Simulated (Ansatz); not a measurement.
**Strain and the gap of SnS2 (CdI2 type)**

SnS2 (CdI2 type), relaxed with r2SCAN+rVV10 in the plane-wave code Ansatz. The symmetry is P-3m1 (No. 164, trigonal); a = 3.661 Å, c = 5.962 Å in the conventional setting, 23.06 Å³ an atom. Around Sn lie 6 S at 2.57 Å; around S lie 3 Sn at 2.57 Å.

The axes x, y and z are those of this cell:
```
CELL_PARAMETERS angstrom
3.66075 0.00000 0.00000
-1.83038 3.17031 0.00000
0.00000 0.00000 5.96178
ATOMIC_POSITIONS crystal
Sn 0.00000 0.00000 0.00000
S 0.33333 0.66667 0.24559
S 0.66667 0.33333 0.75441
```

Unstrained: PBE gives an indirect gap of 1.432 eV, from Γ–K (0.23 of the way from Γ) to k = (0, 0.464, 0.323); the least direct gap is 1.917 eV at k = (0, -1/2, 1/4). With r2SCAN the valence top lies at Γ–K (0.23 of the way from Γ) and the conduction bottom at k = (0, 0.464, 0.323), 1.750 eV higher; the smallest vertical gap, at k = (0, -1/2, 1/4), is 2.249 eV. The HSE06 gap is indirect, 2.315 eV (Γ–K (0.23 of the way from Γ) to k = (0, 0.464, 0.323)), below the direct gap of 2.766 eV at k = (0, -1/2, 1/4). The r2SCAN+SOC gap is indirect, 1.752 eV (Γ–K (0.23 of the way from Γ) to k = (0, 0.464, 0.323)), below the direct gap of 2.250 eV at k = (0, -1/2, 1/4). Meshes: PBE 12×12×4, r2SCAN 12×12×4, HSE06 6×6×4, r2SCAN+SOC 12×12×4. Strains are changes of length per length. After each strain the atoms were relaxed again with r2SCAN+rVV10 in this cell and within any symmetry left, so distortions that break it or need a larger cell weren't tested; points keep the names that they have in the unstrained zone. (Simulation; no magnetic order is allowed.)

Changes of the least gap in eV (an overlap counts as a negative gap):

| strain | volume change (%) | space group | PBE | r2SCAN | HSE06 | r2SCAN+SOC | G0W0@PBE (mesh) |
| --- | --- | --- | --- | --- | --- | --- | --- |
| uniaxial -4.0 % along z | -4.0 | P-3m1 | -0.232 | -0.243 | -0.248 | -0.244 | -0.21 |
| uniaxial -3.0 % along z | -3.0 | P-3m1 | -0.170 | -0.179 | -0.180 | -0.181 | -0.16 |
| uniaxial -2.0 % along z | -2.0 | P-3m1 | -0.111 | -0.116 | -0.115 | -0.118 | -0.11 |
| uniaxial -1.0 % along z | -1.0 | P-3m1 | -0.053 | -0.055 | -0.053 | -0.058 | -0.06 |
| uniaxial +1.0 % along z | +1.0 | P-3m1 | +0.045 | +0.047 | +0.046 | +0.047 | +0.03 |
| uniaxial +2.0 % along z | +2.0 | P-3m1 | +0.083 | +0.086 | – | +0.087 | +0.03 |
| uniaxial +3.0 % along z | +3.0 | P-3m1 | +0.105 | +0.111 | +0.044 | +0.109 | +0.03 |
| uniaxial +4.0 % along z | +4.0 | P-3m1 | +0.110 | +0.115 | +0.049 | +0.114 | +0.03 |

Unstrained, G0W0@PBE with 288 empty bands, a screening cutoff of 150 eV and a 6×6×2 mesh gives 2.37 eV on its mesh; the band count follows the volume. No extrapolation in bands, cutoff or mesh was made for G0W0.

Uniaxial -4.0 % along z, other directions held. HSE06: the gap goes from 2.315 to 2.067 eV (-0.248 eV); the edges go from Γ–K (0.23) → (0, 0.464, 0.323) to Γ–K (0.09) → (0, 0.445, 0.318). Stress change with PBE, compression positive: xx +0.75, yy +0.75, zz +1.44 GPa.

Uniaxial -3.0 % along z, other directions held. HSE06: the gap goes from 2.315 to 2.135 eV (-0.180 eV); the edges go from Γ–K (0.23) → (0, 0.464, 0.323) to Γ–K (0.09) → (0, 0.451, 0.318). Stress change with PBE, compression positive: xx +0.52, yy +0.52, zz +1.01 GPa.

Uniaxial -2.0 % along z, other directions held. HSE06: the gap goes from 2.315 to 2.200 eV (-0.115 eV); the edges go from Γ–K (0.23) → (0, 0.464, 0.323) to Γ–K (0.12) → (0, 0.456, 0.320). Stress change with PBE, compression positive: xx +0.32, yy +0.32, zz +0.62 GPa.

Uniaxial -1.0 % along z, other directions held. HSE06: the gap goes from 2.315 to 2.262 eV (-0.053 eV); the edges go from Γ–K (0.23) → (0, 0.464, 0.323) to Γ–K (0.16) → (0, 0.458, 0.320). Stress change with PBE, compression positive: xx +0.15, yy +0.15, zz +0.30 GPa.

Uniaxial +1.0 % along z, other directions held. HSE06: the gap goes from 2.315 to 2.362 eV (+0.046 eV); the edges go from Γ–K (0.23) → (0, 0.464, 0.323) to (-0.099, 0.193, 0) → (0, 0.466, 0.328). Stress change with PBE, compression positive: xx -0.14, yy -0.14, zz -0.28 GPa.

Uniaxial +2.0 % along z, other directions held. r2SCAN: the gap goes from 1.750 to 1.836 eV (+0.086 eV); the edges go from Γ–K (0.23) → (0, 0.464, 0.323) to Γ–K (0.33) → (0, 0.469, 0.331). Stress change with PBE, compression positive: xx -0.26, yy -0.26, zz -0.52 GPa.

Uniaxial +3.0 % along z, other directions held. HSE06: the gap goes from 2.315 to 2.359 eV (+0.044 eV); the edges go from Γ–K (0.23) → (0, 0.464, 0.323) to (0, 0.159, -0.130) → (0, 0.474, 0.336). Stress change with PBE, compression positive: xx -0.37, yy -0.37, zz -0.72 GPa.

Uniaxial +4.0 % along z, other directions held. HSE06: the gap goes from 2.315 to 2.364 eV (+0.049 eV); the edges go from Γ–K (0.23) → (0, 0.464, 0.323) to (0, 0.159, -0.128) → (0, 0.477, 0.341). Stress change with PBE, compression positive: xx -0.45, yy -0.45, zz -0.89 GPa.

Only the levels marked +SOC include spin-orbit coupling.

Where an edge lies off the special points, it is a point of the mesh or the k point where a search put PBE's edge or least direct gap, reused for the other functionals, whose own edges may lie a little apart.

Coordinates of k points refer to the reciprocal vectors of the primitive cell of the runs.

The meshes of the hybrids are coarse, so their gaps aren't converged to the digits shown.
